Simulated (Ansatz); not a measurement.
**In2Se2 bilayer (AB) in a perpendicular field**

Aim: how the In2Se2 bilayer (AB) screens a field along its normal, and what the field does to its bands. A positive field points along +c.

Method: plane-wave DFT, PBE-D3(BJ), Ansatz PAW, in Ansatz 0.2.0.

## (1) Starting point

The cell holds 8 atoms: 4 Se and 4 In. Cell: a = 4.134 Å, b = 4.134 Å, c = 57.786 Å, α = 90.0°, β = 90.0°, γ = 120.0°. Regions: layer 1: In2Se2, 4 atoms (2 Se and 2 In); layer 2: In2Se2, 4 atoms (2 Se and 2 In). Vacuum lies along c.

## (2) Relaxing the slab

The starting cell is a guess, so the in-plane lattice and the atoms are relaxed first, with the slab cut off from its images along the normal.

File input.yaml:

```yaml
crystal:
  lattice:
    - [4.134, 0.0, 0.0]
    - [-2.067, 3.5801490192, 0.0]
    - [0.0, 0.0, 57.7858189278]
  atoms:
    - { symbol: Se, position: [0.3333333333, 0.6666666667, 0.3841773018] }
    - { symbol: In, position: [0.0, 0.0, 0.4041035528] }
    - { symbol: In, position: [0.0, 0.0, 0.453250559] }
    - { symbol: Se, position: [0.3333333333, 0.6666666667, 0.47317681] }
    - { symbol: Se, position: [0.6666666667, 0.3333333333, 0.52682319] }
    - { symbol: In, position: [0.3333333333, 0.6666666667, 0.546749441] }
    - { symbol: In, position: [0.3333333333, 0.6666666667, 0.5958964472] }
    - { symbol: Se, position: [0.6666666667, 0.3333333333, 0.6158226982] }
  periodic: [true, true, false]
kpoints:
  mp_grid: { grid: [12, 12, 1] }
hamiltonian:
  xc: pbe
  dispersion: d3bj
scf:
  occupations: { method: fermi_dirac, width: 0.05 }
  convergence: { dr2_threshold: 1.0e-09 }
relax:
  f_tol: 0.004
  max_steps: 90
  cell: {}
output:
  write_potential: true
  write_density: true
  volumetric_format: npy
```

Launch:

```bash
ansatz run input.yaml --threads 4 --pin off --max-ram 8192MiB --backend cpu --events-out ev --progress --plain --runs-dir out
```

Numbers of over 12 decimals in the logs are rounded to 6 here.

The program printed:

```text
Warning: relax.cell: scf.convergence.dr2_threshold = 1e-9 eV is looser than the 1.46279956143e-10 eV advised for a relaxation that steers and ends on the stress (1e-10 eV for each atom of the cell: 8, times the square of relax.cell.stress_2d_tol = 0.05 N/m over 23.4 Å (the atoms' height at the walk's start and 5 Å past either face), 2.138e-2 GPa, over a crystal's default 0.05). What an SCF threshold leaves in a stress goes as its square root, and in the free energy as the threshold itself, and one threshold admits the most on a small cell: [figures from the program's tests cut] Set scf.convergence.dr2_threshold to 1.46279956143e-10 eV or tighter. [rest of the remark cut]
Engine: ansatz 0.2.0, x86_64-unknown-linux-gnu
Pseudopotentials: kind: paw
Pseudopotential: Se, paw, valence charge 16, recommended cutoff 420 eV (normal), Se.paw.azcp
Pseudopotential: In, paw, valence charge 13, recommended cutoff 420 eV (normal), In.paw.azcp
Functional definition: PBE
  parameter kappa = 0.804
  parameter beta = 0.066725
  exchange = pbe_x(kappa = kappa, mu = beta*pi^2/3)
  correlation = pbe_c(beta = beta)
Crystal: 8 atoms, lattice volume = 855.250 Å³
Basis set: ecut = 420 eV, 16537 PW (Γ), exchange–correlation on 60×60×800 points (8 copies of the dense FFT grid, shifted against one another)
Bands: 70, of which v1, the nominal top of the filled ones, is band 58 counted from 1 (57 counted from 0)
Symmetry: 6 space group operations
Space group: P3m1 (ITA 156), of the structure as read, at distance tolerance 9.5e-5 Å
k-points: 19 of 144 (time reversal used)
Non-local potential: Se, projectors of the file, l = 0: 2, l = 1: 2, l = 2: 3, l = 3: 1
Non-local potential: In, projectors of the file, l = 0: 2, l = 1: 2, l = 2: 2, l = 3: 2
PAW form: soft (Blöchl's): semilocal exchange-correlation on the pseudo side does not see the compensation charge
PAW one-centre angular grid: Se, 590 points (default); XC on 64 Gauss nodes
PAW one-centre angular grid: In, 590 points (default); XC on 64 Gauss nodes
Initial density: superposition of atomic densities (neutral atoms: chi_scale 0, normalization atom), corrected by the library's trained network
Initial wavefunctions: pseudopotential atomic-orbital guess
Functional: x = pbe(κ = 0.804, μ = 0.219515), c = pbe(β = 0.066725)
SCF iter   1: F=—  HF=-44273.737357 eV  |F-HF|=—  |Δ(HF+E_count)|=         —  Δρ=1.09e-3  dr2=3.42e-2  ethr=1.77e-3  ⟨swp⟩=10.9  Hψ=6778  notcnv=0  defer=23
preconditioner: auto → Resta (q_TF=auto, 1.956 Å⁻¹)  ε∞=1.6  [insulator: Δε(μ)=0.513 eV  Ē_g=13.853 eV  σ=0.050 eV  W_gap=0.98  n_scr=124 (ndim 8)  ℏωp=11.1 eV  f_vac=0.709  D(μ)=0.01/eV (n_scr^D=0)  ε∞_Penn≈1.6  vacuum switching on, ρ_ref=1.4e-2 e/Å³]
SCF iter   2: F=—  HF=-44273.741098 eV  |F-HF|=—  |Δ(HF+E_count)|=   3.74e-3  Δρ=7.62e-4  dr2=6.49e-2  ethr=2.94e-5  ⟨swp⟩=3.2  Hψ=2661  notcnv=0  defer=122
SCF iter   3: F=—  HF=-44273.735601 eV  |F-HF|=—  |Δ(HF+E_count)|=   5.50e-3  Δρ=4.20e-4  dr2=1.48e-2  ethr=2.94e-5  ⟨swp⟩=2.1  Hψ=1488  notcnv=0  defer=122
SCF iter   4: F=—  HF=-44273.734439 eV  |F-HF|=—  |Δ(HF+E_count)|=   1.16e-3  Δρ=1.88e-4  dr2=5.11e-4  ethr=1.28e-5  ⟨swp⟩=2.8  Hψ=1410  notcnv=0  defer=122
SCF iter   5: F=—  HF=-44273.734903 eV  |F-HF|=—  |Δ(HF+E_count)|=   4.64e-4  Δρ=1.25e-4  dr2=1.91e-3  ethr=4.40e-7  ⟨swp⟩=3.1  Hψ=2249  notcnv=0  defer=122
SCF iter   6: F=—  HF=-44273.734781 eV  |F-HF|=—  |Δ(HF+E_count)|=   1.22e-4  Δρ=5.30e-5  dr2=3.46e-5  ethr=4.40e-7  ⟨swp⟩=2.2  Hψ=1397  notcnv=0  defer=122
SCF iter   7: F=—  HF=-44273.734808 eV  |F-HF|=—  |Δ(HF+E_count)|=   2.78e-5  Δρ=1.98e-5  dr2=4.80e-6  ethr=2.98e-8  ⟨swp⟩=2.9  Hψ=2537  notcnv=0  defer=122
SCF iter   8: F=—  HF=-44273.734767 eV  |F-HF|=—  |Δ(HF+E_count)|=   4.17e-5  Δρ=8.52e-6  dr2=9.91e-7  ethr=4.14e-9  ⟨swp⟩=2.4  Hψ=2077  notcnv=0  defer=122
SCF iter   9: F=—  HF=-44273.734767 eV  |F-HF|=—  |Δ(HF+E_count)|=   2.99e-7  Δρ=1.77e-6  dr2=4.28e-8  ethr=8.54e-10  ⟨swp⟩=3.6  Hψ=2802  notcnv=0  defer=122
SCF iter  10: F=—  HF=-44273.734767 eV  |F-HF|=—  |Δ(HF+E_count)|=   1.97e-8  Δρ=4.38e-7  dr2=2.58e-9  ethr=3.69e-11  ⟨swp⟩=2.9  Hψ=2608  notcnv=0  defer=122
SCF iter  11: F=—  HF=-44273.734767 eV  |F-HF|=—  |Δ(HF+E_count)|=   7.42e-9  Δρ=2.13e-7  dr2=1.38e-9  ethr=1.00e-12  ⟨swp⟩=10.8  Hψ=8990  notcnv=0
SCF iter  12: F=-44273.734767 eV  HF=-44273.734767 eV  |F-HF|=1.11e-9  |Δ(HF+E_count)|=   1.86e-9  Δρ=9.68e-8  dr2=2.45e-10  ethr=1.00e-12  ⟨swp⟩=9.2  Hψ=7521  notcnv=0
SCF 1 converged in 12 iterations: F = -44273.734767 eV  dr2 = 2.45e-10
  greatest PAW one-centre occupation: 1.000 electrons in one spin orbital (limit 2), on the Se atom at site 3 (counted from 0), in its partial waves of l = 2
relax step   1: F+E_penalty+E_count = -44273.73476715 eV  Δ(F+E_penalty+E_count) = +0.000e0 eV  max|allowed force component| = 6.279e-1 eV/Å  Δτ_max = 0.0000 Å  P = -0.469 N/m  Ω = 855.250 Å³  fix = [c, alpha, beta]  reactions: c +0.000 N/m  (12 SCF iters, accepted)
Crystal: 8 atoms, lattice volume = 822.888 Å³
Basis set: ecut = 420 eV, 16081 PW (Γ), exchange–correlation on 60×60×800 points (8 copies of the dense FFT grid, shifted against one another)
Initial density: handed on by an earlier stage of this run
Initial wavefunctions: those handed on with the density
iter 1 solved again at ethr=1.86e-4 eV; its pass at ethr=3.10e-3 eV (dr2=2.16e-1 eV) is discarded
SCF iter   1: F=—  HF=-44273.705191 eV  |F-HF|=—  |Δ(HF+E_count)|=         —  Δρ=3.75e-3  dr2=2.16e-1  ethr=1.86e-4  ⟨swp⟩=4.4  Hψ=7556  notcnv=0  defer=1
preconditioner: auto → Resta (q_TF=auto, 1.968 Å⁻¹)  ε∞=1.7  [insulator: Δε(μ)=1.079 eV  Ē_g=13.704 eV  σ=0.050 eV  W_gap=1.00  n_scr=126 (ndim 8)  ℏωp=11.3 eV  f_vac=0.705  D(μ)=0.00/eV (n_scr^D=0)  ε∞_Penn≈1.7  vacuum switching on, ρ_ref=1.4e-2 e/Å³]
SCF iter   2: F=—  HF=-44273.663280 eV  |F-HF|=—  |Δ(HF+E_count)|=   4.19e-2  Δρ=2.25e-3  dr2=8.26e-2  ethr=1.86e-4  ⟨swp⟩=4.8  Hψ=2259  notcnv=0  defer=5
SCF iter   3: F=—  HF=-44273.652429 eV  |F-HF|=—  |Δ(HF+E_count)|=   1.09e-2  Δρ=1.12e-3  dr2=3.32e-2  ethr=7.12e-5  ⟨swp⟩=3.7  Hψ=2206  notcnv=0  defer=70
SCF iter   4: F=—  HF=-44273.654187 eV  |F-HF|=—  |Δ(HF+E_count)|=   1.76e-3  Δρ=8.18e-4  dr2=6.04e-2  ethr=2.86e-5  ⟨swp⟩=3.0  Hψ=1838  notcnv=0  defer=95
SCF iter   5: F=—  HF=-44273.648518 eV  |F-HF|=—  |Δ(HF+E_count)|=   5.67e-3  Δρ=2.91e-4  dr2=2.08e-3  ethr=2.86e-5  ⟨swp⟩=2.4  Hψ=1527  notcnv=0  defer=97
SCF iter   6: F=—  HF=-44273.649153 eV  |F-HF|=—  |Δ(HF+E_count)|=   6.35e-4  Δρ=2.15e-4  dr2=4.77e-3  ethr=1.79e-6  ⟨swp⟩=2.5  Hψ=2264  notcnv=0  defer=95
[...]
SCF iter  11: F=—  HF=-44273.870326 eV  |F-HF|=—  |Δ(HF+E_count)|=   6.50e-9  Δρ=6.27e-7  dr2=2.89e-9  ethr=1.06e-10  ⟨swp⟩=2.5  Hψ=1613  notcnv=0  defer=14
SCF iter  12: F=-44273.870326 eV  HF=-44273.870326 eV  |F-HF|=4.80e-10  |Δ(HF+E_count)|=   5.03e-9  Δρ=2.05e-7  dr2=4.64e-10  ethr=1.00e-12  ⟨swp⟩=10.7  Hψ=9053  notcnv=0
SCF 3 converged in 12 iterations: F = -44273.870326 eV  dr2 = 4.64e-10
relax step   3: F+E_penalty+E_count = -44273.87032648 eV  Δ(F+E_penalty+E_count) = -1.356e-1 eV  max|allowed force component| = 7.726e-2 eV/Å  Δτ_max = 0.0927 Å  P = -1.417 N/m  Ω = 834.527 Å³  energy of the carried Pulay correction = +1.077e-3 eV  fix = [c, alpha, beta]  reactions: c +0.000 N/m  (12 SCF iters, accepted)
[...]
relax step   4: F+E_penalty+E_count = -44273.88485899 eV  Δ(F+E_penalty+E_count) = -1.453e-2 eV  max|allowed force component| = 5.305e-2 eV/Å  Δτ_max = 0.1000 Å  P = -0.645 N/m  Ω = 821.655 Å³  energy of the carried Pulay correction = +1.768e-3 eV  fix = [c, alpha, beta]  reactions: c +0.000 N/m  (13 SCF iters, accepted)
[...]
relax step   5: F+E_penalty+E_count = -44273.89054843 eV  Δ(F+E_penalty+E_count) = -5.689e-3 eV  max|allowed force component| = 4.538e-3 eV/Å  Δτ_max = 0.0392 Å  P = -0.097 N/m  Ω = 814.027 Å³  energy of the carried Pulay correction = +2.186e-3 eV  fix = [c, alpha, beta]  reactions: c +0.000 N/m  (11 SCF iters, accepted)
[...]
relax step   6: F+E_penalty+E_count = -44273.89077175 eV  Δ(F+E_penalty+E_count) = -2.233e-4 eV  max|allowed force component| = 2.353e-3 eV/Å  Δτ_max = 0.0114 Å  P = -0.001 N/m  Ω = 813.220 Å³  energy of the carried Pulay correction = +2.231e-3 eV  fix = [c, alpha, beta]  reactions: c +0.000 N/m  (10 SCF iters, accepted)
Basis set: ecut = 420 eV, 15937 PW (Γ), exchange–correlation on 54×54×800 points (8 copies of the dense FFT grid, shifted against one another)
Initial wavefunctions: pseudopotential atomic-orbital guess (no wavefunctions were taken with the density)
iter 1 solved again at ethr=2.29e-7 eV; its pass at ethr=3.10e-3 eV (dr2=2.65e-4 eV) is discarded
SCF iter   1: F=—  HF=-44273.888599 eV  |F-HF|=—  |Δ(HF+E_count)|=         —  Δρ=3.89e-5  dr2=2.21e-6  ethr=2.29e-7  ⟨swp⟩=5.2  Hψ=11940  notcnv=0
SCF iter   2: F=—  HF=-44273.888612 eV  |F-HF|=—  |Δ(HF+E_count)|=   1.30e-5  Δρ=1.82e-5  dr2=4.95e-7  ethr=1.91e-9  ⟨swp⟩=3.0  Hψ=3079  notcnv=0
SCF iter   3: F=—  HF=-44273.888613 eV  |F-HF|=—  |Δ(HF+E_count)|=   5.67e-7  Δρ=4.51e-6  dr2=8.80e-8  ethr=4.27e-10  ⟨swp⟩=2.4  Hψ=2172  notcnv=0
SCF iter   4: F=—  HF=-44273.888613 eV  |F-HF|=—  |Δ(HF+E_count)|=   4.88e-8  Δρ=1.62e-6  dr2=1.49e-7  ethr=7.59e-11  ⟨swp⟩=3.4  Hψ=2893  notcnv=0
SCF iter   5: F=—  HF=-44273.888613 eV  |F-HF|=—  |Δ(HF+E_count)|=   1.63e-8  Δρ=5.33e-7  dr2=3.23e-8  ethr=7.59e-11  ⟨swp⟩=2.1  Hψ=1543  notcnv=0
SCF iter   6: F=-44273.888613 eV  HF=-44273.888613 eV  |F-HF|=6.11e-10  |Δ(HF+E_count)|=   2.21e-9  Δρ=2.88e-7  dr2=3.55e-10  ethr=1.00e-12  ⟨swp⟩=15.1  Hψ=10689  notcnv=0
SCF 7 converged in 6 iterations: F = -44273.888613 eV  dr2 = 3.55e-10
relax step   7: F+E_penalty+E_count = -44273.88861292 eV  Δ(F+E_penalty+E_count) = +2.159e-3 eV  max|allowed force component| = 2.549e-3 eV/Å  Δτ_max = 0.0000 Å  P = -0.005 N/m  Ω = 813.220 Å³  fix = [c, alpha, beta]  reactions: c +0.000 N/m  stress off target by 4.55e-3 N/m on what of the cell is left free  SCF on the basis re-selected at this cell (its energy is not comparable with the rows above)  (6 SCF iters)
basis re-selected at this cell: Δ(F+E_penalty+E_count) = +2.159e-3 eV, ΔP = -0.004 N/m vs the last step (what re-selecting the basis moved, of the pressure what is left beyond the Pulay correction that the steps carried, after the strain that the cell walked since its last selection, with what the two solves' SCF thresholds leave and, on support functions, any second-order correction that the steps lacked; it is no measure of the basis error at this ecutwfc). The dense FFT grid was sized anew with the basis: this SCF ran on 27×27×400 points, the steps before it on 30×30×400, so part of this shift can come from that change (see relax.cell in the input reference). [rest of the remark cut]
WARN: The output density's exchange-correlation potential varies sharply where the density is thin. Do not read a vacuum level from v_tot or v_xc, or from such a field of the output density. On a cell that repeats whose density bears no net charge and no dipole along the vacuum's axis use v_es (v_loc + v_h of the components); under efield.dipole_correction with no amplitude use v_es + v_field, which holds any externa [...]
SCF converged after 6 iterations
Free energy (F): -44273.888613 eV
Harris-Foulkes:  -44273.888613 eV  (|F-HF|=6.11e-10)
Internal energy: -44273.888611 eV  (E = F + TS)
E sigma→0 (E₀):  -44273.888612 eV
Entropy (-TS):   -0.000002 eV (-0.000 meV/atom)
Fermi energy:    -5.049912 eV
--- Per-component energies (eV) ---
  E_band       = -3272.308922
  E_kinetic    = 1444.141150
  E_local      = -793172.517104  (includes V_loc(G=0)·N_el)
  E_nonlocal   = -914.098989
  E_hartree    = 395248.468466
  E_xc         = -1276.806678
  E_vxc        = -788.106540  (∫ρ·V_xc dr)
  E_paw        = -24265.527476  (= ΣΔE_a)
  E_vpaw       = -338.660595  (= ΣTr[D̂ρ^β])
  E_aug_tail   = -0.002304  (compensation charges beyond the density's cutoff)
  E_ewald      = 378664.530052
  E_disp       = -2.075729  (pairwise vdW)
  E_smearing   = -0.000002  (= −TS)
  E_closure    = 0.000000  (closes the sum)
  Σ components = -44273.888613   (vs F -44273.888613, Δ=0.00e0)
--- Forces (eV/Å), atoms counted from 1 ---
  atom   1  Se     0.00000000     0.00000000     0.00071987
  atom   2  In     0.00000000    -0.00000000     0.00254876
  atom   3  In     0.00000000    -0.00000000    -0.00200060
  atom   4  Se     0.00000000     0.00000000     0.00014461
  atom   5  Se    -0.00000000     0.00000000    -0.00071614
  atom   6  In     0.00000000    -0.00000000     0.00243358
  atom   7  In    -0.00000000    -0.00000000    -0.00244378
  atom   8  Se     0.00000000     0.00000000    -0.00068593
  max |Σ_I F_I| component: 3.81e-7 eV/Å
--- 2D stress c σ (N/m, compression-positive) ---
       -0.004551       0.000000       0.000000
       -0.000000      -0.004551      -0.000000
        0.000000      -0.000000      -0.000000
  P = ½ c Tr σ = -0.0046 N/m
--- Band table (eV; the first three rows and the last of 19) ---
  k-point 0: bands = [... 54 lower, -6.4080, -6.3570, -6.3570, -5.6995, -4.5922, -3.8833, -3.1648, -3.0916, ... 8 higher]
  k-point 1: bands = [... 54 lower, -6.4874, -6.4241, -6.2221, -5.6394, -4.1695, -3.6487, -2.7841, -2.7556, ... 8 higher]
  k-point 2: bands = [... 54 lower, -6.6901, -6.6027, -6.1511, -5.6860, -3.5620, -3.3189, -2.5187, -2.4367, ... 8 higher]
  k-point 18: bands = [... 54 lower, -7.3859, -7.2668, -7.0739, -6.9127, -3.4975, -3.4112, -2.9054, -2.8656, ... 8 higher]
  the weakly bound empty levels are not read free of the cell's end (no_gap_told)
--- Relaxed structure (6 steps of the walk, 5 accepted, 1 SCFs on fresh bases) ---
  F+E_penalty+E_count = -44273.88861292 eV   max|allowed force component| = 2.549e-3 eV/Å   (the final SCF, on the basis selected at the relaxed cell)
  cell:  # Å, volume = 813.2199 Å³
    - [4.031141, 0.0, 0]
    - [-2.015571, 3.491071, 0]
    - [0, 0, 57.7858189278]
  atoms:
    - { symbol: Se, position: [0.333333, 0.666667, 0.381388] }
    - { symbol: In, position: [-1.8503717076008887e-17, -3.2381504885438934e-17, 0.403752] }
    - { symbol: In, position: [-1.8503717076008887e-17, -3.2381504885438934e-17, 0.452117] }
    - { symbol: Se, position: [0.333333, 0.666667, 0.474390] }
    - { symbol: Se, position: [0.666667, 0.333333, 0.525589] }
    - { symbol: In, position: [0.333333, 0.666667, 0.547890] }
    - { symbol: In, position: [0.333333, 0.666667, 0.596255] }
    - { symbol: Se, position: [0.666667, 0.333333, 0.618619] }
```

Run time: 6.9 min. Hardware: 4 threads of Intel Xeon at 2.50GHz (Skylake/Cascade Lake), shared host; peak memory 2.1 GiB.

Step by step:

```tsv
step	energy less that of the first step (eV)	largest force component (eV/Å)	volume (Å³)
1	0.0000	0.6279	855.25
2	0.0861	1.3836	822.89
3	-0.1356	0.0773	834.53
4	-0.1501	0.0530	821.65
5	-0.1558	0.0045	814.03
6	-0.1560	0.0024	813.22
7*	-0.1538	0.0025	813.22
```

Relaxation steps marked * repeat the geometry before them on a plane-wave basis chosen anew for their cell, so energy and pressure can jump there. Relaxation step 2 was tried and not accepted.

Forces are held to the 6 operations that the run works with; a distortion that breaks them can't arise in this run.

```tsv
cell as run	before	after	change
a (Å)	4.134	4.031	-2.5 %
b (Å)	4.134	4.031	-2.5 %
```

The atoms that moved most (Å, along periodic axes as changes of fractional coordinates times the final cell, across vacuum about the mean position):

```tsv
atom	dx	dy	dz	length
Se8	0.000	0.000	0.162	0.162
Se1	0.000	0.000	-0.161	0.161
Se5	0.000	0.000	-0.071	0.071
Se4	0.000	0.000	0.070	0.070
In6	0.000	0.000	0.066	0.066
In3	0.000	0.000	-0.066	0.066
In7	0.000	0.000	0.021	0.021
In2	0.000	0.000	-0.020	0.020
```

The relaxed structure:

```cif
data_structure
_symmetry_space_group_name_H-M 'P 1'
_symmetry_Int_Tables_number 1
_cell_length_a 4.0311
_cell_length_b 4.0311
_cell_length_c 57.7858
_cell_angle_alpha 90.000
_cell_angle_beta 90.000
_cell_angle_gamma 120.000
_cell_volume 813.22
loop_
_atom_site_label
_atom_site_type_symbol
_atom_site_fract_x
_atom_site_fract_y
_atom_site_fract_z
_atom_site_occupancy
Se1 Se 0.33333 0.66667 0.38139 1
In2 In 0.00000 0.00000 0.40375 1
In3 In 0.00000 0.00000 0.45212 1
Se4 Se 0.33333 0.66667 0.47439 1
Se5 Se 0.66667 0.33333 0.52559 1
In6 In 0.33333 0.66667 0.54789 1
In7 In 0.33333 0.66667 0.59626 1
Se8 Se 0.66667 0.33333 0.61862 1
```

The lattice constant a goes from 4.134 to 4.031 Å.

(Continued in part 2 of 3.)

[Logs are printed without paths, hosts, clocks, repeated set-up lines and the standing remarks that a program may print on its own settings, such as how far it seeks lower states.]

[Hosts, paths, dates, database ids (printed as entryN), source tags and the programs' standing remarks are cut or masked in the printed files.]

[Maps of the electrostatic potential energy from Ansatz leave out the sawtooth potential of an applied field or a dipole correction, so their vacuum need not be flat; planar profiles and work functions include it.]
